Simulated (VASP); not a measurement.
**Rb: single point with RPBE**

Molecule: Rb, in a box.

```xyz
1
Lattice="10.5000 0.0000 0.0000 0.0000 11.0000 0.0000 0.0000 0.0000 11.5000" Properties=species:S:1:pos:R:3 pbc="T T T"
Rb    5.2500    5.5500    5.7500
```

```json
{
  "Program": "VASP 6.6.1",
  "Task": "single point",
  "Functional": "RPBE",
  "Potentials or basis": "VASP PAW PBE potentials, release 64 (Rb_sv)",
  "Cutoff": "400 eV",
  "k mesh": "1 × 1 × 1",
  "Occupations": "gaussian, width 0.01 eV",
  "Spin": "collinear spin, ferromagnetic start",
  "Starting moments": "[0.5] μB",
  "Fixed moment": "1 μB",
  "Further INCAR settings": "ALGO = Normal; EDIFF = 1e-06; NBANDS = 14; ISYM = 0"
}
```

```json
{"Net moment": "1.00 μB per cell", "Site moments": "Rb +0.04 μB", "Valence electrons inside the program's atomic spheres": "Rb 7.28"}
```

It took 79 s on 4 MPI ranks on Intel(R) Xeon(R) Platinum 8488C (Sapphire Rapids) (shared host), peak memory 0.37 GiB a rank.

Caveat: the total moment is fixed, so each spin has its own Fermi level.
